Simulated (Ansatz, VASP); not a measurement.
# Au: VASP beside Ansatz

```xyz
1
Lattice="2.6940 0.0000 0.0000 0.0000 2.6940 0.0000 0.0000 0.0000 2.6940" Properties=species:S:1:pos:R:3 pbc="T T T"
Au    0.0000    0.0000    0.0000
```

This isn't the form of Au at room conditions, which is fcc.

Alike in both runs: task single point; functional PBEsol; k mesh 14 × 14 × 14; occupations fermi-dirac, width 0.08 eV; collinear spin.

|  | VASP | Ansatz |
| --- | --- | --- |
| version | VASP 6.6.1 | Ansatz 0.2.0 |
| potentials or method | VASP PAW PBE potentials, release 64 (Au) | PAW with Ansatz's default frozen-core files, scalar-relativistic |
| plane-wave cutoff (eV) | 520 | 420 |
| valence electrons in the cell | 11 | 19 |

```tsv
	VASP	Ansatz	Ansatz less VASP
gap on the k mesh at the Fermi level (eV)	none	none	-
pressure (GPa)	-0.2	0.0	+0.22
net moment per atom (μB)	0.00	0.00	0.000
```

A gap of «none» marks a metal or a gap that the smearing closes. The two sets of potentials don't hold the same shells in valence. Ansatz warned: «seeded_moment_not_kept».

Caveats: the PAW data sets were made with another functional, which shifts forces and pressure a little (VASP). The runs have no spin-orbit coupling, so splittings on Au are missing.
